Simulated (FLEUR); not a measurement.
# Ga (C2/c) in FLEUR: a series of runs, part 2 of 2

FLEUR MaX-R8.1 (later development tree). The steps go on from the part before.

**5. Equation of state, SCAN, 18.54 Å³/atom**

The input, inp.xml:

```xml
<?xml version="1.0" encoding="UTF-8" standalone="no"?>
<fleurInput fleurInputVersion="0.39">
   <comment>
      Ga                                                                                                  
   </comment>
   <calculationSetup>
      <cutoffs Kmax="4.3" Gmax="13.3" GmaxXC="13.3" numbands="0"/>
      <scfLoop itmax="80" minDistance="0.0001" maxIterBroyd="30" imix="Anderson" alpha="0.05" precondParam="0.0" spinf="2.0" sdNocoIR="T"/>
      <coreElectrons ctail="F" frcor="F" kcrel="0" coretail_lmax="0"/>
      <xcFunctional name="LibXC" relativisticCorrections="F">
         <LibXCName exchange="mgga_x_scan" correlation="mgga_c_scan"/>
         <AuxGGA exchange="117" correlation="130"/>
      </xcFunctional>
      <magnetism jspins="1"/>
      <soc l_soc="F" theta="0.0" phi="0.0" spav="F"/>
      <expertModes spex="0" secvar="F"/>
      <geometryOptimization l_f="F" forcealpha="1.0" forcemix="BFGS" epsdisp="0.00001" epsforce="0.00001"/>
      <ldaU l_linMix="F" mixParam="0.05" spinf="1.0"/>
   </calculationSetup>
   <cell>
      <bzIntegration valenceElectrons="42.0" mode="hist" fermiSmearingEnergy="0.00183747">
         <kPointListSelection listName="default-1"/>
         <!-- k-points included here -->
         <xi:include xmlns:xi="http://www.w3.org/2001/XInclude" href="kpts.xml"> </xi:include>
      </bzIntegration>
      <!-- symmetry operations included here -->
      <xi:include xmlns:xi="http://www.w3.org/2001/XInclude" href="sym.xml"> </xi:include>
      <bulkLattice scale="1.0000000000">
         <bravaisMatrix>
            <row-1>    2.6134912303217996    -7.6089822407019003     0.0000000000000000</row-1>
            <row-2>    2.6134912303217996     7.6089822407019003     0.0000000000000000</row-2>
            <row-3>   -0.2219435991923826     0.0000000000000000     6.2926546588662093</row-3>
         </bravaisMatrix>
      </bulkLattice>
   </cell>
   <atomSpecies>
      <species name="Gallium (Ga)" element="Ga" atomicNumber="31">
         <mtSphere radius="2.28" gridPoints="777" logIncrement="0.016"/>
         <atomicCutoffs lmax="9" lnonsphr="9"/>
         <electronConfig flipSpins="F">
            <coreConfig>(1s1/2) (2s1/2) (2p1/2) (2p3/2)</coreConfig>
            <valenceConfig>(3s1/2) (3p1/2) (3p3/2) (4s1/2) (3d3/2) (3d5/2) (4p1/2) (4p3/2)</valenceConfig>
            <stateOccupation state="(4p1/2)" spinUp="0.166667" spinDown="0.166667"/>
            <stateOccupation state="(4p3/2)" spinUp="0.333333" spinDown="0.333333"/>
         </electronConfig>
         <energyParameters s="4" p="4" d="3" f="4"/>
         <lo type="SCLO" l="0" n="3" eDeriv="0"/>
         <lo type="SCLO" l="1" n="3" eDeriv="0"/>
         <lo type="SCLO" l="1" n="3" eDeriv="1"/>
         <lo type="HELO" l="2" n="4" eDeriv="0"/>
         <lo type="HELO" l="2" n="4" eDeriv="1"/>
         <lo type="SCLO" l="3" n="4" eDeriv="2"/>
      </species>
   </atomSpecies>
   <atomGroups>
      <atomGroup species="Gallium (Ga)">
         <relPos label="                   1">.1310000000 -.1310000000 -1.000/4.000</relPos>
         <relPos label="                   2">-.1310000000 .1310000000 1.000/4.000</relPos>
         <force calculate="T" relaxXYZ="TTT"/>
      </atomGroup>
   </atomGroups>
   <output dos="F" band="F" slice="F">
      <checks vchk="F" cdinf="F"/>
      <bandDOS minEnergy="-.5*Htr" maxEnergy="0.5*Htr" sigma="0.015" storeEVData="T"/>
      <vacuumDOS vacdos="F" integ="F" star="F" nstars="0" locx1="0.0" locy1="0.0" locx2="0.0" locy2="0.0" nstm="0" tworkf="0.0"/>
      <unfoldingBand unfoldBand="F" supercellX="1" supercellY="1" supercellZ="1"/>
      <plotting iplot="0" polar="F">
         <plot TwoD="T" vec1="  1.0  0.0  0.0" vec2="  0.0  1.0  0.0" vec3="  0.0  0.0  1.0" zero="  0.0  0.0  0.0" file="plot"/>
      </plotting>
      <chargeDensitySlicing numkpt="0" minEigenval="0.0" maxEigenval="0.0" nnne="0" pallst="F"/>
      <specialOutput eonly="F"/>
      <moessbauerParams electricFieldGradient="T" isomerShift="T" coreHyperfine="T" valenceHyperfine="T"/>
      <magneticCircularDichroism mcd="F" energyLo="-10.0" energyUp="0.0"/>
   </output>
  <!-- We include the file relax.xml here to enable relaxations (see documentation) -->
  <xi:include xmlns:xi="http://www.w3.org/2001/XInclude" href="relax.xml"> <xi:fallback/> </xi:include>
</fleurInput>
```

Started as:

```console
> inpgen -f crystal.txt -profile fastHighL
> # inp.xml edited to the form shown
> fleur_MPI
```

Wall time 4.9 min (1 thread of Arm Neoverse V2, shared host); peak memory 0.13 GiB.

Results (log left out):

```yaml
Free_energy: -105823.5996 eV
Band_gap_on_the_k_mesh: none (metal or under the smearing width)
Valence_electrons_inside_the_program's_atomic_spheres: Ga 19.38 (radii Ga 2.28 bohr)
```

Caveat: the meta-GGA is that of a development version, with a GGA for the radial functions and cores and without core tails.

**6. Equation of state, SCAN, 19.28 Å³/atom (volume scaled by 1.04)**

Changes to inp.xml since step 5:

```diff
@@ -27,3 +27,3 @@
       <xi:include xmlns:xi="http://www.w3.org/2001/XInclude" href="sym.xml"> </xi:include>
-      <bulkLattice scale="1.0000000000">
+      <bulkLattice scale="1.0131594038">
          <bravaisMatrix>
```

Potentials or basis: all-electron, FLAPW.

Started as:

```console
> inpgen -f crystal.txt -profile fastHighL
> # inp.xml edited to the form shown
> fleur_MPI
```

Run time: 5.1 min. Hardware: 1 thread of Arm Neoverse V2, shared host; peak memory 0.13 GiB.

The run converged. Its results:

* Free energy: -105823.5701 eV
* Band gap on the k mesh: none (metal or under the smearing width)
* Valence electrons inside the program's atomic spheres: Ga 19.35 (radii Ga 2.28 bohr)

Caveat: the meta-GGA is that of a development version, with a GGA for the radial functions and cores and without core tails.

**7. Equation of state, SCAN, 19.66 Å³/atom (volume scaled by 1.06)**

Changes to inp.xml since step 6:

```diff
@@ -27,3 +27,3 @@
       <xi:include xmlns:xi="http://www.w3.org/2001/XInclude" href="sym.xml"> </xi:include>
-      <bulkLattice scale="1.0131594038">
+      <bulkLattice scale="1.0196128224">
          <bravaisMatrix>
```

Started as:

```console
> inpgen -f crystal.txt -profile fastHighL
> # inp.xml edited to the form shown
> fleur_MPI
```

Run time: 5.3 min. Hardware: 1 thread of Arm Neoverse V2, shared host; peak memory 0.13 GiB.

The run converged. Its results:

| Property | Result |
| --- | --- |
| Free energy | -105823.5495 eV |
| Band gap on the k mesh | none (metal or under the smearing width) |
| Valence electrons inside the program's atomic spheres | Ga 19.34 (radii Ga 2.28 bohr) |

Caveat: the meta-GGA is that of a development version, with a GGA for the radial functions and cores and without core tails.

**8. Equation of state, SCAN**

This step only gathers the single runs of the series.

What came out:

* Equilibrium volume: 17.85 Å³/atom
* Bulk modulus at fixed shape and positions: 65 GPa

Energy against volume, from the lowest point:
| volume (Å³/atom) | energy (meV/atom) |
| --- | --- |
| 17.431 | 2.09 |
| 17.801 | 0.00 |
| 18.543 | 4.97 |
| 19.285 | 19.73 |
| 19.656 | 30.04 |

Caveat: the meta-GGA is that of a development version, with a GGA for the radial functions and cores and without core tails; the cell was scaled at fixed shape and fractional positions, which overstates the stiffness of a crystal with free parameters, most of all of layers and chains.
